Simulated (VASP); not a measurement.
# SiC: RPA energy

SiC, F-43m (no. 216), 2 atoms in the cell. PBE, RPA; PAW potentials Si_GW, C_GW (PBE set).

Procedure: all-in-one.

## Input

INCAR.step1:
```
ISMEAR = 0 ; SIGMA = 0.05
EDIFF = 1E-8 ; PREC = Accurate
LASPH = True ; LREAL = False
LCHARG = False ; ENCUT = 450
GGA = PE ; LWAVE = True
ALGO = Normal
```

INCAR.step2:
```
ISMEAR = 0 ; SIGMA = 0.05
EDIFF = 1E-8 ; PREC = Accurate
LASPH = True ; LREAL = False
LCHARG = False ; ENCUT = 450
GGA = PE ; ALGO = G0W0R
NOMEGA = 12 ; LOPTICS = True
LWAVE = False ; LFOCKSTD = True
MAXMEM = 3000 ; LSINGLES = True
NATURALO = 2
```

KPOINTS:
```
k-points
0
Gamma
  3 3 3
```

POSCAR:
```
SiC
1.0
    0.0000000000      2.1790000000      2.1790000000
    2.1790000000      0.0000000000      2.1790000000
    2.1790000000      2.1790000000      0.0000000000
Si C
1 1
Direct
    0.0000000000      0.0000000000      0.0000000000
    0.7500000000      0.7500000000      0.7500000000
```

Commands (each step's output is kept before the next begins):
```
cat potpaw_PBE.64/Si_GW/POTCAR potpaw_PBE.64/C_GW/POTCAR > POTCAR
cp INCAR.step1 INCAR
mpirun -np 4 vasp_std > vasp.out
cp INCAR.step2 INCAR
mpirun -np 4 vasp_std > vasp.out
```

## Result

- RPA correlation energy, extrapolated (eV): -13.204
- Correlation energy at the largest cutoff (eV): -12.749
- Total energy with exact exchange and no correlation (eV): -25.450
- Total energy in the RPA (eV): -38.654
- Singles (eV): -0.342
- Renormalised singles (eV): -0.342
- GW singles (eV): -0.326
- Gap of the starting orbitals on the mesh (eV): 2.49

Correlation energy against the response cutoff (eV per cell); the program extrapolates from these:

| ENCUTGW (eV) | Correlation energy |
|---|---|
| 300 | -12.75 |
| 285.7 | -12.72 |
| 272.1 | -12.68 |
| 259.2 | -12.64 |
| 246.8 | -12.6 |
| 235.1 | -12.55 |
| 223.9 | -12.5 |
| 213.2 | -12.45 |

Limits: The cell's absolute correlation energy isn't converged; only differences at like settings carry meaning.

VASP 6.6.1 took 89 s on 4 cores (AMD EPYC 7R13 (Zen 3)), a shared host.
